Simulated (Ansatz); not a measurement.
Tl: strain and displacement

```yaml
crystal:
  lattice:
    - [-1.94100, 1.94100, 1.94100]
    - [1.94100, -1.94100, 1.94100]
    - [1.94100, 1.94100, -1.94100]
  atoms:
    - { symbol: Tl, position: [0.00000, 0.00000, 0.00000] }
```

The cell is COD entry 9008555, as deposited and not checked against the literature; nothing was relaxed.

No spin–orbit coupling, which matters for the heavy atoms here.

The calculation used DFT, PBE, all-electron PAW with datasets made for the crystal, scalar-relativistic in Ansatz 0.2.0.

Numerical set-up: a Γ-centred 13×13×13 k mesh, Fermi–Dirac smearing of 0.05 eV, cutoff 260 eV (chosen by the program for this cell), no spin polarisation.

The unchanged cell is at 2.29 GPa.

In a metal, stresses and small energies carry noise from the k mesh.

x, y and z are the Cartesian axes of the cell as listed; fractional coordinates follow a strain, and an engineering shear is twice the off-diagonal strain component.

(1) With this change (xy engineering shear strain of +1 %), what becomes of the energy and stress?

With equal xy, yz and zx engineering shear strains of +1 %: energy change under 1 meV/atom; stress change (xx, yy, zz, yz, xz, xy) 0.00, 0.00, 0.00, -0.10, -0.10, -0.10 GPa, compression positive.

Results:

(1) Energy change under 1 meV/atom; stress change (xx, yy, zz, yz, xz, xy) 0.00, 0.00, 0.00, 0.00, 0.00, -0.09 GPa, compression positive.
